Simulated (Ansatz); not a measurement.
An element in the fcc structure gives these cold pressures by all-electron LAPW under PBEsol (Ansatz 0.2.0, scalar-relativistic, no spin polarisation).

| V (Å³/atom) | P (GPa) |
| --- | --- |
| 16.72 | 0.00 |
| 14.71 | 18.00 |
| 13.04 | 42.3 |
| 11.37 | 81.0 |
| 9.70 | 144.4 |
| 8.36 | 228.8 |
| 7.19 | 346.0 |

Question: Which element is it?

Answer: Ti. Its zero-pressure volume in this structure is near 16.7 Å³/atom; the volume and the steepness of P(V) together point to it, though neighbours can come close. Other candidates weren't computed, and some may come near.
